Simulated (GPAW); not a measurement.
The system is Sn.

```xyz
1
Lattice="-1.8947 1.8947 1.8947 1.8947 -1.8947 1.8947 1.8947 1.8947 -1.8947" Properties=species:S:1:pos:R:3 pbc="T T T"
Sn    0.0000    0.0000    0.0000
```

This isn't the form of Sn at room conditions, which is tetragonal (white tin).

```yaml
Program: GPAW 26.7.0
Task: relaxation of cell and atoms
Functional: PBEsol
Dispersion: D3
Potentials_or_basis: PAW data sets generated in the run's folder for this functional
Cutoff: 600 eV
Basis: pw
k_mesh: 10 × 10 × 10
Occupations: fermi-dirac, width 0.05 eV
Spin: no spin polarisation
```

At the start: pressure -3.5 GPa; volume 27.20 Å³/atom.

Task: Where does the relaxation end?

Result: Over 4 steps the energy falls by 23.4 meV/atom and the volume is 25.27 Å³/atom (-7.1 %); space group Im-3m (No. 229, to 0.05 Å).

Step by step:
```tsv
step	energy change (eV)	largest force (eV/Å)	pressure (GPa)	volume (Å³)
1	0.0000	0.0000	-3.47	27.20
2	-0.0127	0.0000	-2.46	26.53
3	-0.0233	0.0000	0.41	25.08
4	-0.0234	0.0000	-0.04	25.27
```

Final structure:
```cif
data_structure
_symmetry_space_group_name_H-M 'P 1'
_symmetry_Int_Tables_number 1
_cell_length_a 3.2019
_cell_length_b 3.2019
_cell_length_c 3.2019
_cell_angle_alpha 109.471
_cell_angle_beta 109.471
_cell_angle_gamma 109.471
_cell_volume 25.27
loop_
_atom_site_label
_atom_site_type_symbol
_atom_site_fract_x
_atom_site_fract_y
_atom_site_fract_z
_atom_site_occupancy
Sn1 Sn 0.00000 0.00000 0.00000 1
```

Caveat: later steps reuse the first step's grids; pairwise dispersion overbinds metals, which lowers pressure and volume.
